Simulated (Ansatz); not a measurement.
Write the native input for Ansatz 0.2.0 that does the following.

- Task: single point
- Functional: LDA
- Potentials or basis: all-electron LAPW, scalar-relativistic
- Cutoff: 179 eV (chosen from the basis error)
- Basis error allowed: 0.001 eV/atom
- k mesh: 11 × 11 × 11
- Occupations: gaussian, width 0.05 eV
- Spin: no spin polarisation

In:

```
In
1.0
     3.37691    0.00000    0.00000
     0.24723    3.36784    0.00000
    -1.81207   -1.68392    2.29876
In
1
Direct
  0.00000 0.00000 0.00000
```

The cell isn't the ideal one: the cell as VASP's run set it.

The input as run:

input.yaml

```yaml
crystal:
  lattice:
    - [3.37690644, 0.0, 0.0]
    - [0.2472340469, 3.3678438845, 0.0]
    - [-1.8120702438, -1.6839219426, 2.2987617161]
  atoms:
    - { symbol: In, position: [0.0, 0.0, 0.0] }
kpoints:
  mp_grid: { grid: [11, 11, 11] }
scf:
  occupations: { method: gaussian, width: 0.05 }
hamiltonian:
  xc: lda
  pseudopotentials: { kind: all_electron, lapw: { basis_error: 0.001 } }
output:
  forces: true
  stress: true
  eigenvalues: true
```

Potentials or basis: all-electron LAPW, scalar-relativistic.

Launch:

```console
$ ansatz run input.yaml --threads 1 --pin off --max-ram 3072MiB --backend cpu --events-out ev --progress --plain --runs-dir out
```

It gave:

| Item | Value |
| --- | --- |
| Pressure | -2.6 GPa |
| Band gap on the k mesh | none (metal or under the smearing width) |

It took 7 s on 1 thread of Arm Neoverse V2 (shared host), peak memory 0.28 GiB.
